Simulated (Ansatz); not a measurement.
Wanted: the native input for an Ansatz 0.2.0 run.

* Task: single point
* Functional: PBE
* Potentials or basis: all-electron LAPW, scalar-relativistic
* Cutoff: 221 eV (chosen from the basis error)
* Basis error allowed: 0.003 eV/atom
* k mesh: 7 × 7 × 7
* Occupations: fermi-dirac, width 0.03 eV
* Spin: no spin polarisation

Au:

```
Au
1.0
     0.00000    2.03500    2.03500
     2.03500    0.00000    2.03500
     2.03500    2.03500    0.00000
Au
1
Direct
  0.00000 0.00000 0.00000
```

These files were run (other wordings do the same):

input.yaml

```yaml
crystal:
  lattice:
    - [0.0, 2.035, 2.035]
    - [2.035, 0.0, 2.035]
    - [2.035, 2.035, 0.0]
  atoms:
    - { symbol: Au, position: [0.0, 0.0, 0.0] }
kpoints:
  mp_grid: { grid: [7, 7, 7] }
scf:
  occupations: { method: fermi_dirac, width: 0.03 }
hamiltonian:
  xc: pbe
  pseudopotentials: { kind: all_electron, lapw: { basis_error: 0.003 } }
output:
  forces: true
  stress: true
  eigenvalues: true
```

Potentials or basis: all-electron LAPW, scalar-relativistic.

The run is started by

```console
$ ansatz run input.yaml --threads 1 --pin off --max-ram 2560MiB --backend cpu --events-out ev --progress --plain --runs-dir out
```

It gave:

* Pressure: 10.6 GPa
* Band gap on the k mesh: none (metal or under the smearing width)

Caveat: the k mesh is coarse (spacing up to 0.38 Å⁻¹), so the values aren't converged.

Wall time 1.4 s on 1 thread of Intel(R) Xeon(R) 6975P-C (Granite Rapids), with other jobs on the host, peak memory 0.25 GiB.
